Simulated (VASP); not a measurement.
Set up this calculation in VASP 6.6.1, as the native input.

* Task: relaxation of the atoms
* Functional: PBEsol
* Potentials or basis: VASP PAW PBE potentials, release 64 (Co)
* Cutoff: 520 eV
* k mesh: 9 × 9 × 1
* Occupations: gaussian, width 0.05 eV
* Spin: collinear spin, ferromagnetic start
* Starting moments: [2.0, 2.0, 2.0, 2.0, 2.0, 2.0] μB
* Dipole correction: yes
* Atoms held fixed (from 0): [0, 1, 2]
* Further INCAR settings: ALGO = Fast; EDIFF = 1e-06; IBRION = 2; EDIFFG = -0.01; NSW = 40

The structure of Co lies in POSCAR:

```
Co
1.0
    2.5395032940      0.0000000000      0.0000000000
   -1.2697516470      2.1992743656      0.0000000000
    0.0000000000      0.0000000000     25.3674787838
Co
6
Selective dynamics
Direct
    0.6666666667      0.3333333333      0.2956541351  F F F
    0.3333333333      0.6666666667      0.3773924811  F F F
    0.0000000000      0.0000000000      0.4591308270  F F F
    0.6666666667      0.3333333333      0.5408691730  T T T
    0.3333333333      0.6666666667      0.6226075189  T T T
    0.0000000000      0.0000000000      0.7043458649  T T T
```

The cell isn't the ideal one: the (1 1 1) slab of Co, cut from the database cell, not relaxed.

One way to write it, as run:

INCAR

```
SYSTEM = Co
ALGO = Fast
DIPOL = 0.5 0.5 0.500
EDIFF = 1E-6
EDIFFG = -0.01
ENCUT = 520
GGA = PS
IBRION = 2
IDIPOL = 3
ISIF = 2
ISMEAR = 0
ISPIN = 2
LASPH = .True.
LCHARG = .False.
LDIPOL = .True.
LMAXMIX = 4
LORBIT = 11
LREAL = .False.
LWAVE = .False.
MAGMOM = 2 2 2 2 2 2
NELM = 120
NSW = 40
PREC = Accurate
SIGMA = 0.05
```

KPOINTS

```
k-points
0
Gamma
  9 9 1
  0 0 0
```

Potentials or basis: VASP PAW PBE potentials, release 64 (Co).

Run with:

```sh
$ cat potpaw_PBE.64/Co/POTCAR > POTCAR
$ mpirun -np 1 vasp_std > vasp.out
```

It gave:

| Property | Result |
| --- | --- |
| Energy gained by relaxing | 35.7 meV/atom |
| Ionic steps | 16 |
| Band gap on the k mesh | none (metal or under the smearing width) |
| Net moment | 9.87 μB per cell |
| Site moments | Co +1.74, +1.67, +1.63, +1.61, +1.64, +1.71 μB |
| Valence electrons inside the program's atomic spheres | Co 8.02, 8.15, 8.22, 8.26, 8.28, 8.12 |

It took 60 min on 1 thread of AMD EPYC 7R43 64-Core Processor (Zen 3), with other jobs on the host, peak memory 0.35 GiB.
